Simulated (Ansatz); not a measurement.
Trial structure of SnO2, not yet relaxed:

```
CELL_PARAMETERS angstrom
3.52309 0.00000 0.00000
-1.76154 3.05108 0.00000
0.00000 0.00000 4.65545
ATOMIC_POSITIONS crystal
Sn 0.00000 0.00000 0.00000
O 0.33333 0.66667 0.01337
O 0.66667 0.33333 0.98663
```

Level of theory: DFT PBE, scalar-relativistic, plane waves, PAW in Ansatz. Plane waves to 420 eV, a k mesh through Γ of 6×6×4 on the computed 3-atom cell and Gaussian smearing (0.10 eV); no spin polarisation.

Energies over the elements count from the elements' standard structures at the same level (O₂ as a molecule), with no fitted energy shifts. The references include grey tin.

Q: What does a single point on this coarse mesh give?

A: The pressure is 38.3 GPa (the mean over three directions, positive in compression), the largest force is 1.84 eV/Å, and the energy is +0.28 eV/atom against the elements. The shortest distance is 2.04 Å.

Q: Is it a good guess?

A: A poor one: relaxing gains about 1.7 eV/atom in 34 ionic steps and ends at −1.459 eV/atom on the finer mesh. The symmetry stays P-3m1 (No. 164). The end has the cadmium iodide type. The volume per atom shrinks by 1.0 %, from 16.7 to 16.5 Å³. The shortest distance goes from 2.04 Å (Sn–O) to 2.12 Å (Sn–O). The ratio c/a of the conventional cell changes by a factor of 1.29. Conventional cell: a = 3.228 Å, c = 5.490 Å. Sn has 6 O at 2.12 Å; O is surrounded by 3 Sn at 2.12 Å.

The last run used a 12×12×6 mesh (in the run's order of axes) for its 3-atom cell and Gaussian smearing of 0.02 eV. Weakly bound directions are ill-defined at this level, which has no dispersion term. The relaxation can't lower the symmetry of the start, and the grade says only how near the guess is to its own end. Symmetry constrained the relaxation, so the result can be a saddle point. Another cell of SnO2 relaxed alike, in P4_2/mnm (a Materials Project cell), lies 153 meV/atom lower, so this cell isn't the stable form at this level.
